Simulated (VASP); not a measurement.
# Ga2O (P6/mmm) in VASP: relaxation of cell and atoms with PBE

Aim: the relaxation of cell and atoms of Ga2O with PBE.

Program: VASP 6.6.1. These are calculated values, not measurements. Logs are shortened: lines on timing, memory, paths and dates and some standing lists are left out, and cuts for length are marked.

### 1 The cell of the first run

Symmetry: P6/mmm, No. 191, hexagonal system. The conventional cell has a = 3.753 Å, b = 3.753 Å, c = 3.737 Å, α = 90.00°, β = 90.00°, γ = 120.00°. Ga (site symmetry -6m2) has 3 Ga at 2.17 Å as nearest neighbours. Around O (site symmetry 6/mmm) lie 12 Ga at 2.86 Å.

The cell was built by a generator and needn't be a form met in nature.

### 2 Relaxation of cell and atoms, PBE (species swapped into the GdGa2 type (P6/mmm, No. 191))

Contents of INCAR:

```
PREC     = Accurate       # precision mode
ENCUT    = 600            # plane-wave cutoff, eV
EDIFF    = 1E-7           # SCF threshold, eV
ISMEAR   = 0              # smearing method
SIGMA    = 0.1            # smearing width, eV
LREAL    = False          # projectors in reciprocal space
LASPH    = True           # aspherical terms in the spheres
NELM     = 80             # most SCF steps
ALGO     = Fast           # electronic algorithm
ISIF     = 3              # what is computed and relaxed
LWAVE    = False          # write WAVECAR
LCHARG   = False          # write CHGCAR
GGA      = PE             # functional
IBRION   = 2              # ionic algorithm
NSW      = 90             # ionic steps
EDIFFG   = -0.04          # ionic threshold
```

Contents of KPOINTS:

```
regular mesh
0
Gamma
  6 6 6
```

Contents of POSCAR:

```
Ga2O
1.0
    3.7526843800      0.0000000000      0.0000000000
   -1.8763421900      3.2499200000      0.0000000000
    0.0000000000      0.0000000000      3.7370520900
Ga O
2 1
Direct
    0.6666666700      0.3333333300      0.5000000000
    0.3333333300      0.6666666700      0.5000000000
    0.0000000000      0.0000000000      0.0000000000
```

Potentials or basis: VASP PAW PBE potentials, release 64 (Ga_d, O).

Run with:

```sh
$ cat potpaw_PBE.64/Ga_d/POTCAR potpaw_PBE.64/O/POTCAR > POTCAR
$ mpirun -np 1 vasp_std > vasp.out
```

OUTCAR:

```text
PREC = Accurate
   ENCUT = 600
   EDIFF = 1E-7
   ISMEAR = 0
   LREAL = False
   LASPH = True
   NELM = 80
   ISIF = 3
   GGA = PE
   IBRION = 2
   NSW = 90
   EDIFFG = -0.04

 ion  position               nearest neighbor table
   1  0.667  0.333  0.500-   2 2.17   2 2.17   2 2.17
   2  0.333  0.667  0.500-   1 2.17   1 2.17   1 2.17
   3  0.000  0.000  0.000-

  LATTYP: Found a hexagonal cell.
 ALAT       =     3.7526843800
 C/A-ratio  =     0.9958343712

  Lattice vectors:

 A1 = (   3.7526843800,   0.0000000000,   0.0000000000)
 A2 = (  -1.8763421900,   3.2499200000,   0.0000000000)
 A3 = (   0.0000000000,   0.0000000000,   3.7370520900)

Analysis of symmetry for initial positions (statically):
=====================================================================
 Subroutine PRICEL returns:
 Original cell was already a primitive cell.

 Routine SETGRP: Setting up the symmetry group for a
 hexagonal supercell.

 Subroutine GETGRP returns: Found 24 space group operations
 (whereof 24 operations were pure point group operations)
 out of a pool of 24 trial point group operations.

The static configuration has the point symmetry D_6h.

Analysis of symmetry for dynamics (positions and initial velocities):
=====================================================================
 Subroutine PRICEL returns:
 Original cell was already a primitive cell.

 Routine SETGRP: Setting up the symmetry group for a
 hexagonal supercell.

 Subroutine GETGRP returns: Found 24 space group operations
 (whereof 24 operations were pure point group operations)
 out of a pool of 24 trial point group operations.

The dynamic configuration has the point symmetry D_6h.

 Subroutine INISYM returns: Found 24 space group operations
 (whereof 24 operations are pure point group operations),
 and found     1 'primitive' translations

----------------------------------------------------------------------------------------

                                     Primitive cell

  volume of cell :      45.5768

  direct lattice vectors                    reciprocal lattice vectors
     3.752684380  0.000000000  0.000000000     0.266475914  0.153849941  0.000000000
    -1.876342190  3.249920000  0.000000000     0.000000000  0.307699882  0.000000000
     0.000000000  0.000000000  3.737052090     0.000000000  0.000000000  0.267590597

  length of vectors
     3.752684380  3.752684375  3.737052090     0.307699881  0.307699882  0.267590597

  position of ions in fractional coordinates (direct lattice)
     0.666666670  0.333333330  0.500000000
     0.333333330  0.666666670  0.500000000
     0.000000000  0.000000000  0.000000000

  ion indices of the primitive-cell ions
   primitive index   ion index
                 1           1
                 2           2
                 3           3

----------------------------------------------------------------------------------------

 KPOINTS: regular mesh

Automatic generation of k-mesh.
 Grid dimensions read from file:
 generate k-points for:    6    6    6

 Generating k-lattice:

  Cartesian coordinates                     Fractional coordinates (reciprocal lattice)
     0.044412652  0.025641657  0.000000000     0.166666667  0.000000000  0.000000000
     0.000000000  0.051283314  0.000000000     0.000000000  0.166666667  0.000000000
     0.000000000  0.000000000  0.044598433     0.000000000  0.000000000  0.166666667

  Length of vectors
     0.051283314  0.051283314  0.044598433

  Shift w.r.t. Gamma in fractional coordinates (k-lattice)
     0.000000000  0.000000000  0.000000000

 Subroutine IBZKPT returns following result:
 ===========================================

 Found     28 irreducible k-points:

 Following reciprocal coordinates:
            Coordinates               Weight
  0.000000  0.000000  0.000000      1.000000
  0.166667 -0.000000  0.000000      6.000000
  0.333333  0.000000  0.000000      6.000000
  0.500000  0.000000  0.000000      3.000000
  0.166667  0.166667  0.000000      6.000000
  0.333333  0.166667  0.000000     12.000000
[... 16 lines left out ...]
  0.166667 -0.000000  0.500000      6.000000
  0.333333  0.000000  0.500000      6.000000
 [... further k-points ...]
   k-points           NKPTS =     28   k-points in BZ     NKDIM =     28   number of bands    NBANDS=     20
   number of dos      NEDOS =    301   number of ions     NIONS =      3
   total plane-waves  NPLWV =  27000
   dimension x,y,z NGX =    30 NGY =   30 NGZ =   30
   dimension x,y,z NGXF=    60 NGYF=   60 NGZF=   60
   ions per type =               2   1
   NGX,Y,Z   is equivalent  to a cutoff of  13.29, 13.29, 13.35 a.u.
   NGXF,Y,Z  is equivalent  to a cutoff of  26.58, 26.58, 26.69 a.u.
 SYSTEM =  unknown system
   PREC   = accura    normal or accurate (medium, high low for compatibility)
   ISTART =      0    job   : 0-new  1-cont  2-samecut
   ICHARG =      2    charge: 1-file 2-atom 10-const
   ISPIN  =      1    spin polarized calculation?
   LNONCOLLINEAR =      F non collinear calculations
   LSORBIT =      F    spin-orbit coupling
   LASPH  =      T    aspherical Exc in radial PAW
   ENCUT  =  600.0 eV  44.10 Ry    6.64 a.u.   7.50  7.50  7.46*2*pi/ulx,y,z
   NELM   =     80;   NELMIN=  2; NELMDL= -5     # of ELM steps
   EDIFF  = 0.1E-06   stopping-criterion for ELM
   LREAL  =      F    real-space projection
   EDIFFG = -.4E-01   stopping-criterion for IOM
   NSW    =     90    number of steps for IOM
   IBRION =      2    ionic relax: 0-MD 1-quasi-New 2-CG
   NFREE  =      1    steps in history (QN), initial steepest desc. (CG)
   ISIF   =      3    stress and relaxation
   ISYM   =      2    0-nonsym 1-usesym 2-fastsym
   POTIM  = 0.5000    time-step for ionic-motion
   TEBEG  =    0.0;   TEEND  =   0.0 temperature during run
   PSTRESS=    0.0 pullay stress
   NELECT =      32.0000    total number of electrons
   NUPDOWN=      -1.0000    fix difference up-down
   EMIN   =  10.00;   EMAX   =-10.00  energy-range for DOS
   EFERMI =   0.00;   METHOD = LEGACY
   ISMEAR =     0;   SIGMA  =   0.10  broadening in eV -4-tet -1-fermi 0-gaus
   EFERMI_NEDOS =   21; number of points for ismear=-14 and -15
   IALGO  =     68    algorithm
   IMIX   =      4    mixing-type and parameters
     AMIX     =   0.40;   BMIX     =  1.00
     AMIX_MAG =   1.60;   BMIX_MAG =  1.00
  volume/ion in A,a.u.               =      15.19       102.52
  Fermi-wavevector in a.u.,A,eV,Ry     =   1.455046  2.749639 28.805715  2.117160
  Thomas-Fermi vector in A             =   2.572127
   LORBIT       =      0    0 simple, 1 ext, 2 COOP (PROOUT), +10 PAW based schemes
   GGA     = PE    functional components
   LHFCALC =     F    Hartree Fock is set to
   AEXX    =    0.0000 exact exchange contribution
   IVDW    =     0    specifies the selected vdW correction
   LEPSILON=     F    determine dielectric tensor
   LRPA    =     F    only Hartree local field effects (RPA)
 conjugate gradient relaxation of ions
 non-spin polarized calculation
 RMM-DIIS sequential band-by-band and
 Gauss-broadening in eV      SIGMA  =   0.10
  energy-cutoff  :      600.00
  volume of cell :       45.58
 maximum number of plane-waves:      1549
 NGX is ok and might be reduce to    30
   NGX = 15   NGY = 15   NGZ = 15

--------------------------------------- Ionic step        1  -------------------------------------------

 number of electron      32.0000010 magnetization

 Free energy of the ion-electron system (eV)
  ---------------------------------------------------
  ext. energy  EPLUGINS =         0.00000000
  ---------------------------------------------------
  free energy    TOTEN  =        -8.86954735 eV

  energy without entropy =       -8.86053147  energy(sigma->0) =       -8.86503941

------------------------ aborting loop because EDIFF is reached ----------------------------------------

  FORCE on cell =-STRESS in cart. coord.  units (eV):
  Direction    XX          YY          ZZ          XY          YZ          ZX
  --------------------------------------------------------------------------------------
  -------------------------------------------------------------------------------------
  Total        9.9816177      9.9816177     -3.5714926      0.0000000      0.0000000      0.0000000
  in kB      350.8873027    350.8873015   -125.5499300      0.0000000      0.0000000      0.0000000
  external PRESSURE =     192.0748914 kB  Pullay stress =       0.0000000 kB

 VOLUME and BASIS-vectors are now :
 -----------------------------------------------------------------------------
  energy-cutoff  :      600.00
  volume of cell :       45.58
      direct lattice vectors                 reciprocal lattice vectors
     3.752684380  0.000000000  0.000000000     0.266475914  0.153849941  0.000000000
    -1.876342190  3.249920000  0.000000000     0.000000000  0.307699882  0.000000000
     0.000000000  0.000000000  3.737052090     0.000000000  0.000000000  0.267590597
[... 1308 lines left out ...]
 POSITION                                       TOTAL-FORCE (eV/Angst)
 -----------------------------------------------------------------------------------
      2.11446      1.22079      1.58483        -0.000000     -0.000000     -0.000000
     -0.00000      2.44157      1.58483         0.000000      0.000000      0.000000
      2.11446      3.66236     -0.00000         0.000000     -0.000000      0.000000
 -----------------------------------------------------------------------------------
    total drift:                               -0.000000      0.000000      0.000000

  FREE ENERGIE OF THE ION-ELECTRON SYSTEM (eV)
  ---------------------------------------------------
  free  energy   TOTEN  =       -10.2673571262 eV

  energy  without entropy=      -10.2656359807  energy(sigma->0) =      -10.26649655

--------------------------------------- Ionic step        7  -------------------------------------------

 number of electron      31.9999991 magnetization

 Free energy of the ion-electron system (eV)
  ---------------------------------------------------
  ext. energy  EPLUGINS =         0.00000000
  ---------------------------------------------------
  free energy    TOTEN  =       -10.27585636 eV

  energy without entropy =      -10.27286351  energy(sigma->0) =      -10.27435994

 E-fermi :   4.2977     XC(G=0): -10.8118

 val. band max:        3.9762865296   @ k =   0.5000   0.0000   0.0000
 cond. band min:       4.3419862941   @ k =   0.1667  -0.0000   0.5000
 fundamental gap:      0.3656997645
 Fermi energy:         4.2977402570

 k-point     1 :       0.0000    0.0000    0.0000
  band No.  band energies     occupation
      1     -12.3890      2.00000
      2     -11.1286      2.00000
      3     -10.9704      2.00000
      4     -10.9704      2.00000
      5     -10.8966      2.00000
      6     -10.8966      2.00000
[... 12 lines left out ...]
     19      10.4214      0.00000
     20      12.8845      0.00000
[... 551 lines left out ...]
 POSITION                                       TOTAL-FORCE (eV/Angst)
 -----------------------------------------------------------------------------------
      2.11322      1.22007      1.53825        -0.000000      0.000000     -0.000000
     -0.00000      2.44013      1.53825         0.000000     -0.000000      0.000000
      0.00000      0.00000      0.00000         0.000000     -0.000000      0.000000
 -----------------------------------------------------------------------------------
    total drift:                               -0.000000      0.000000      0.000000

  FREE ENERGIE OF THE ION-ELECTRON SYSTEM (eV)
  ---------------------------------------------------
  free  energy   TOTEN  =       -10.2758563638 eV

  energy  without entropy=      -10.2728635096  energy(sigma->0) =      -10.27435994

 reached required accuracy - stopping structural energy minimisation
```

Wall time 94 s (1 thread of Intel Xeon 6975P-C (Granite Rapids), shared host); peak memory 0.18 GiB.

What came out:

```yaml
Free_energy: -10.2759 eV
Relaxed_volume: 15.86 Å³/atom
Relaxed_cell: a = 4.226 Å, b = 4.226 Å, c = 3.076 Å, α = 90.00°, β = 90.00°, γ = 120.00°
Space_group_after_relaxing_to_0.05_Å: P6/mmm (No. 191)
Energy_gained_by_relaxing: 468.8 meV/atom
Ionic_steps: 7
Pressure_after_relaxing: 0.2 GPa
Band_gap_on_the_k_mesh: none (metal or under the smearing width)
```

Step by step:
| step | energy change (eV) | largest force (eV/Å) | pressure (GPa) | volume (Å³) |
| --- | --- | --- | --- | --- |
| 1 | 0.0000 | 0.0000 | 19.21 | 45.58 |
| 2 | -1.1294 | 0.0000 | -6.49 | 57.86 |
| 3 | -1.1658 | 0.0000 | -3.77 | 55.24 |
| 4 | -1.1666 | 0.0000 | -4.09 | 55.47 |
| 5 | -1.3040 | 0.0000 | -3.13 | 52.54 |
| 6 | -1.3978 | 0.0000 | -1.01 | 49.09 |
| 7 | -1.4063 | 0.0000 | 0.23 | 47.59 |

Final structure:
```xyz
3
Lattice="4.2264 0.0000 0.0000 -2.1132 3.6602 0.0000 0.0000 0.0000 3.0765" Properties=species:S:1:pos:R:3 pbc="T T T"
Ga    2.1132    1.2201    1.5382
Ga    0.0000    2.4401    1.5382
O     0.0000    0.0000    0.0000
```

Levels at points of the mesh, in eV from the Fermi level:
| k point | band 13 | band 14 | band 15 | band 16 | band 17 | band 18 | band 19 | band 20 |
| --- | --- | --- | --- | --- | --- | --- | --- | --- |
| (0.00, 0.00, 0.00) | -2.40 | -2.40 | -0.99 | 0.07 | 0.07 | 0.22 | 6.12 | 8.59 |
| (0.50, 0.00, 0.00) | -5.68 | -3.69 | -0.77 | -0.32 | 1.61 | 3.28 | 6.89 | 9.25 |
| (0.00, 0.00, 0.50) | -2.54 | -1.71 | -1.71 | -0.95 | 1.97 | 1.97 | 3.62 | 4.20 |
| (0.50, 0.00, 0.50) | -4.92 | -3.87 | -1.87 | -1.00 | 0.40 | 0.49 | 1.80 | 6.60 |
